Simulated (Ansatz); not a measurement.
**Cr (simple hexagonal type): how the settings move a single-point run**

Aim: see which settings change the result for Cr (simple hexagonal type), by how much, and at what cost.

Computed with Ansatz 0.2.0 (reference: DFT, PBE, PAW with Ansatz's default frozen-core files, scalar-relativistic, unless a step's input says otherwise).

1 further run of the same task is left out (for a known fault of the program).

### 1 The starting structure

It takes space group P6/mmm (No. 191, hexagonal). The conventional cell has a = 2.015 Å, b = 2.015 Å, c = 1.818 Å, α = 90.00°, β = 90.00°, γ = 120.00°. Cr (site symmetry 6/mmm) has 8 Cr at 1.82 to 2.02 Å as nearest neighbours.

As a file:

```
CELL_PARAMETERS angstrom
2.01527 0.00000 0.00000
-1.00764 1.74528 0.00000
0.00000 0.00000 1.81770
ATOMIC_POSITIONS crystal
Cr 0.00000 0.00000 0.00000
```

### 2 Reference

input.yaml

```yaml
crystal:
  lattice:
    - [2.0152704008, 0.0, 0.0]
    - [-1.0076352004, 1.7452753626, 0.0]
    - [0.0, 0.0, 1.8177039756]
  atoms:
    - { symbol: Cr, position: [0.0, 0.0, 0.0], spin: 2.0 }
magnetization:
  spin_polarized: true
kpoints:
  mp_grid: { grid: [18, 18, 16] }
  band_path:
    path:
      - [0.0, 0.0, 0.0]
      - [0.5, 0.0, 0.0]
      - [0.3333333333, 0.3333333333, 0.0]
      - [0.0, 0.0, 0.0]
      - [0.0, 0.0, 0.5]
      - [0.5, 0.0, 0.5]
      - [0.3333333333, 0.3333333333, 0.5]
      - [0.0, 0.0, 0.5]
      - [0.5, 0.0, 0.5]
    npoints: 8
scf:
  occupations: { method: fermi_dirac, width: 0.08 }
hamiltonian:
  xc: pbe
  pseudopotentials: { kind: paw }
output:
  forces: true
  stress: true
  eigenvalues: true
  populations: true
  dos: { projected: true, de: 0.2, e_range: [-14, 8] }
```

On the command line:

```sh
$ ansatz run input.yaml --threads 1 --pin off --max-ram 3072MiB --backend cpu --events-out ev --progress --plain --runs-dir out
```

### 3 Changing settings: pseudopotentials.kind nc

input.yaml: that of step 2 with these lines changed.

```diff
@@ -27,3 +27,3 @@
   xc: pbe
-  pseudopotentials: { kind: paw }
+  pseudopotentials: { kind: nc }
 output:
@@ -33,2 +33 @@
   populations: true
-  dos: { projected: true, de: 0.2, e_range: [-14, 8] }
```

Q: Predict the outcome of this session. Wanted: for each run, ending; energy change; pressure; gap; force.

As calculated:

```
                        run     ending   energy change  pressure (GPa)  gap (eV)  force (eV/Å)  cycles  time
                  reference  converged               -           493.4      0.00          0.00       9  12 s
1: pseudopotentials.kind nc  converged  not comparable           495.7      0.00          0.00      14  43 s
```

Times don't compare one to one where runs were asked for different outputs or read a saved state (see the inputs); cycles may leave out searches for a lower state.

Residual by cycle in the longest SCF loop of each run; runs are numbered as in the table. The quantity is the density residual dr2, in eV.

```
cycle  reference    run 1
    1       1.57     0.58
    2      0.111    0.115
    3    0.00836  0.00919
    5     5.2e-5   2.9e-5
    6     3.5e-7   6.1e-6
    7     3.6e-9   1.4e-6
    8    4.7e-11   1.3e-6
    9    5.5e-12   1.4e-6
   10          -   8.9e-7
   12          -   8.0e-9
   13          -  4.6e-10
   14          -  2.1e-11
```

What this shows: Total energies don't compare across a change of potentials; the pressure goes from 493.4 to 495.7 GPa. The structure is not at rest: the sound run finds 493 GPa, so these are no properties of the relaxed crystal. 
